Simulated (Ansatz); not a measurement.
The system is Ta2C.

```
Ta C
1.0
     3.10590    0.00000    0.00000
    -1.55295    2.68979    0.00000
     0.00000    0.00000    4.94640
Ta C
2 1
Cartesian
  1.5530 0.8966 3.6999
  0.0000 1.7932 1.2465
  0.0000 0.0000 0.0000
```

* Program: Ansatz 0.2.0
* Task: relaxation of cell and atoms
* Functional: LDA
* Potentials or basis: Ansatz PAW
* Cutoff: 420 eV (not typed: the program's choice for these potentials)
* k mesh: 10 × 10 × 6
* Occupations: fermi-dirac, width 0.05 eV
* Spin: no spin polarisation
* Hubbard terms: Ta d U = 1 eV

At the start: volume 13.77 Å³/atom.

Question: Where does the relaxation end?

Answer: It ends after 5 steps and the volume is 13.39 Å³/atom (-2.8 %); space group P-3m1 (No. 164, to 0.05 Å).

The path:
| step | energy change (eV) | largest force (eV/Å) | volume (Å³) |
| --- | --- | --- | --- |
| 1 | 0.0000 | 0.0851 | 41.32 |
| 2 | -0.0269 | 0.1380 | 40.43 |
| 3 | -0.0290 | 0.0223 | 40.24 |
| 4 | -0.0294 | 0.0019 | 40.17 |
| 5 | -0.0280 | 0.0022 | 40.17 |

Final structure:
```
Ta C
1.0
     3.07951    0.00000    0.00000
    -1.53976    2.66694    0.00000
     0.00000    0.00000    4.89139
Ta C
2 1
Direct
  0.66667 0.33333 0.74684
  0.33333 0.66667 0.25316
  0.00000 0.00000 0.00000
```

Caveat: the plane-wave basis is chosen anew once the cell has moved, so the energies of steps on either side of that aren't comparable; U without spin polarisation on a metal has little footing; the PAW data sets come from PBE, with cores solved anew for the run's functional, which leaves a small shift of forces and pressure; the U is typed as a test and isn't derived for this compound.
